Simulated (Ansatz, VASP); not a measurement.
## One calculation of Se, two programs

File INCAR:

```
PREC = Accurate ; ENCUT = 520
EDIFF = 1E-6 ; ISMEAR = 0
SIGMA = 0.1 ; LREAL = False
LASPH = True ; NELM = 100
ALGO = Normal ; ISIF = 2
LWAVE = False ; LCHARG = False
GGA = PS ; NBANDS = 20
```

The input KPOINTS:

```
regular mesh
0
Gamma
  6 6 4
```

File POSCAR:

```
Se
1.0
    4.2193493202      0.0000000000      0.0000000000
   -2.1096746601      3.6540636988      0.0000000000
    0.0000000000      0.0000000000      6.9619263783
Se
4
Direct
    0.3333333333      0.6666666667      0.4375000000
    0.6666666667      0.3333333333      0.9375000000
    0.6666666667      0.3333333333      0.5625000000
    0.3333333333      0.6666666667      0.0625000000
```

Input for Ansatz:

```yaml
crystal:
  lattice:
    - [4.2193493202, 0.0, 0.0]
    - [-2.1096746601, 3.6540636988, 0.0]
    - [0.0, 0.0, 6.9619263783]
  atoms:
    - { symbol: Se, position: [0.3333333333, 0.6666666667, 0.4375] }
    - { symbol: Se, position: [0.6666666667, 0.3333333333, 0.9375] }
    - { symbol: Se, position: [0.6666666667, 0.3333333333, 0.5625] }
    - { symbol: Se, position: [0.3333333333, 0.6666666667, 0.0625] }
basis:
  ecutwfc: 420
kpoints:
  mp_grid: { grid: [6, 6, 4] }
hamiltonian:
  xc: pbesol
scf:
  occupations: { method: gaussian, width: 0.1 }
  lower_state_search: "off"
output:
  forces: true
  stress: true
  eigenvalues: true
```

Alike in both runs: task single point; functional PBEsol; k mesh 6 × 6 × 4; occupations gaussian, width 0.1 eV; no spin polarisation.

|  | VASP | Ansatz |
| --- | --- | --- |
| version | VASP 6.6.1 | Ansatz 0.2.0 |
| potentials or method | VASP PAW PBE potentials, release 64 (Se) | scalar-relativistic, plane waves, PAW |
| plane-wave cutoff (eV) | 520 | 420 |
| valence electrons in the cell | 24 | 64 |

|  | VASP | Ansatz | Ansatz less VASP |
| --- | --- | --- | --- |
| gap on the k mesh at the Fermi level (eV) | none | none | - |
| pressure (GPa) | 6.8 | 6.7 | -0.12 |
| largest component of the traceless stress (GPa) | 2.71 | 2.71 | +0.001 |
| rms of the force components (eV/Å) | 0.392 | 0.393 | +0.0018 |

Atom by atom the forces differ by 0.002 eV/Å (rms over components). A gap of «none» marks a metal or a gap that the smearing closes. With one functional, cell and mesh, what is left measures potentials, basis and numerics. The two sets of potentials don't hold the same shells in valence.

Caveats: the PAW data sets were made with another functional, which shifts forces and pressure a little (VASP).
